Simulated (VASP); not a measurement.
Crystal: Sr.

```
Sr
1.0
     0.00000    3.04235    3.04235
     3.04235    0.00000    3.04235
     3.04235    3.04235    0.00000
Sr
1
Cartesian
  0.0000 0.0000 0.0000
```

```yaml
Program: VASP 6.6.1
Task: relaxation of cell and atoms
Functional: LDA
Potentials_or_basis: VASP PAW LDA potentials, release 64 (Sr_sv)
Cutoff: 600 eV
k_mesh: 8 × 8 × 8
Occupations: fermi-dirac, width 0.05 eV
Spin: no spin polarisation
```

At the start: pressure -1.6 GPa; volume 56.32 Å³/atom.

Q: How do energy, volume and symmetry change on relaxing?

A: Over 4 steps the energy falls by 43.7 meV/atom and the volume is 48.51 Å³/atom (-13.9 %); space group Fm-3m (No. 225, to 0.05 Å).

The path:
| step | energy change (eV) | largest force (eV/Å) | pressure (GPa) | volume (Å³) |
| --- | --- | --- | --- | --- |
| 1 | 0.0000 | 0.0000 | -1.61 | 56.32 |
| 2 | -0.0348 | 0.0000 | -0.83 | 51.84 |
| 3 | -0.0436 | 0.0000 | -0.10 | 48.89 |
| 4 | -0.0437 | 0.0000 | 0.01 | 48.51 |

Final structure:
```cif
data_structure
_symmetry_space_group_name_H-M 'P 1'
_symmetry_Int_Tables_number 1
_cell_length_a 4.0936
_cell_length_b 4.0936
_cell_length_c 4.0936
_cell_angle_alpha 60.000
_cell_angle_beta 60.000
_cell_angle_gamma 60.000
_cell_volume 48.51
loop_
_atom_site_label
_atom_site_type_symbol
_atom_site_fract_x
_atom_site_fract_y
_atom_site_fract_z
_atom_site_occupancy
Sr1 Sr 0.00000 0.00000 0.00000 1
```

Caveat: the volume moved by -14 % from the deposited cell, more than functionals usually miss.
